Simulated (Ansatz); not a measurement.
Si under changes of volume

One of the cells (20.165 Å³/atom); the others are scaled copies at fixed shape and fractional positions:

```
Si
1.0
     0.00000    2.72185    2.72185
     2.72185    0.00000    2.72185
     2.72185    2.72185    0.00000
Si
2
Direct
  0.50000 0.50000 0.50000
  0.75000 0.75000 0.75000
```

```yaml
Program: Ansatz 0.2.0
Functional: PBE
Dispersion: D3(BJ)
Potentials_or_basis: Ansatz PAW
Cutoff: "420 eV (not typed: the program's choice for these potentials)"
k_mesh: 8 × 8 × 8
Occupations: fermi-dirac, width 0.05 eV
Spin: no spin polarisation
```

```tsv
volume (Å³/atom)	energy over the lowest point (meV/atom)	pressure (GPa)	gap on the mesh (eV)
18.955	?	?	?
19.358	4.45	2.8	0.56
19.761	0.00	0.8	0.59
20.165	0.46	-1.1	0.63
20.568	5.28	-2.7	0.66
20.971	13.92	-4.1	0.69
21.375	25.88	-5.3	0.72
```

Problem. What does the run at 18.955 Å³/atom give?

Solution. Energy over the lowest point 14.41 meV/atom; pressure 5.1 GPa; gap on the mesh 0.52 eV.

Worked out: A Birch-Murnaghan fit of order 3 (a polynomial in V^(-2/3)) to the other rows has its minimum at 19.92 Å³/atom with B0 = V·E''(V) = 92 GPa and B' = 5.5. It gives 14.55 meV/atom at 18.955 Å³/atom, against the run's 14.41, and -dE/dV = 5.2 GPa, against 5.1. A straight line through the other rows of the gap, of slope 1.63 eV per unit of ln V, extrapolates to 0.53 eV, against the run's 0.52.

Energies are extrapolated to zero smearing.

A mesh can miss the band edges.
